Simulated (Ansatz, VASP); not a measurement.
BaS: VASP beside Ansatz

The input INCAR:

```
SYSTEM = BaS
PREC = Accurate
ENCUT = 520
EDIFF = 1E-6
ISMEAR = -1
SIGMA = 0.02
LREAL = .FALSE.
LASPH = .TRUE.
NELM = 80
ALGO = Normal
ISIF = 2
LWAVE = .FALSE.
LCHARG = .TRUE.
GGA = PE
LELF = .TRUE.
LVHAR = .TRUE.
NBANDS = 15
```

Contents of KPOINTS:

```
regular mesh
0
G
  8 8 8
  0 0 0
```

File POSCAR:

```
BaS
1.0
    0.0000000000      3.1385669280      3.2117958739
    3.1385669280      0.0000000000      3.2117958739
    3.1385669280      3.1385669280      0.0000000000
Ba S
1 1
Direct
    0.0000000000      0.0000000000      0.0000000000
    0.5000000000      0.5000000000      0.5000000000
```

Input for Ansatz:

```yaml
crystal:
  lattice:
    - [0.0, 3.138566928, 3.2117958739]
    - [3.138566928, 0.0, 3.2117958739]
    - [3.138566928, 3.138566928, 0.0]
  atoms:
    - { symbol: Ba, position: [0.0, 0.0, 0.0] }
    - { symbol: S, position: [0.5, 0.5, 0.5] }
kpoints:
  mp_grid: { grid: [8, 8, 8] }
  band_path:
    path:
      - [0.0, 0.0, 0.0]
      - [0.5, 0.0, 0.5]
      - [0.625, 0.25, 0.625]
      - [0.375, 0.375, 0.75]
      - [0.5, 0.5, 0.5]
      - [0.5, 0.25, 0.75]
    npoints: 1
hamiltonian:
  xc: pbe
scf:
  occupations: { method: fermi_dirac, width: 0.02 }
  n_extra_bands: 4
output:
  forces: true
  stress: true
  eigenvalues: true
```

Change from the starting cell: biaxial_xy strain -2.3%.

Alike in both runs: task single point; functional PBE; k mesh 8 × 8 × 8; occupations fermi-dirac, width 0.02 eV; no spin polarisation.

|  | VASP | Ansatz |
| --- | --- | --- |
| version | VASP 6.6.1 | Ansatz 0.2.0 |
| potentials or method | VASP PAW PBE potentials, release 64 (Ba_sv, S) | plane waves, PAW |
| plane-wave cutoff (eV) | 520 | 420 |
| valence electrons in the cell | 16 | 16 |

```tsv
	VASP	Ansatz	Ansatz less VASP
gap on the k mesh at the Fermi level (eV)	2.02	2.13	+0.108
pressure (GPa)	3.0	2.3	-0.67
largest component of the traceless stress (GPa)	1.51	1.38	-0.129
```

Caveats: spin-orbit coupling is left out, which moves the levels of the heavy elements. A k mesh can miss the band edges.
